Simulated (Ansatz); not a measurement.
Li2O

```yaml
crystal:
  lattice:
    - [0.00000, 2.32685, 2.32685]
    - [2.32685, 0.00000, 2.32685]
    - [2.32685, 2.32685, 0.00000]
  atoms:
    - { symbol: Li, position: [0.75000, 0.75000, 0.75000] }
    - { symbol: Li, position: [0.25000, 0.25000, 0.25000] }
    - { symbol: O, position: [0.00000, 0.00000, 0.00000] }
```

Atoms are numbered in the order listed.

The cell is the one relaxed in the Materials Project (mp-1960), not relaxed further here; entries there can be hypothetical.

Levels of theory: DFT, LDA, all-electron LAPW, scalar-relativistic (Ansatz 0.2.0); DFT, LDA, PAW with Ansatz's default frozen-core files, scalar-relativistic (Ansatz 0.2.0).

For LAPW: a Γ-centred 10×10×10 k mesh, Fermi–Dirac smearing of 0.03 eV, basis error target 1 meV/atom, no spin polarisation. PAW takes a cutoff of 420 eV at this cell (files made with PBE, cores remade for this functional). The Ansatz runs share mesh, smearing and spin set-up. Values come from LAPW unless marked.

| Item | Value |
| --- | --- |
| Pressure at this cell | -7.95 GPa |
| Band gap | 4.77 eV, indirect from Γ to X (0.5, 0, 0.5) |
| Smallest direct gap on the path | 5.08 eV |
| Löwdin charges (with 0.17 e of the cell spilling out of the atomic basis, so their sizes and signs hang on that basis) | Li1 0.71, O3 -1.26 e |
| Bader charges (from the PAW run) | Li1 +0.84, O3 -1.69 e |
| Volume per atom | 8.40 Å³ |
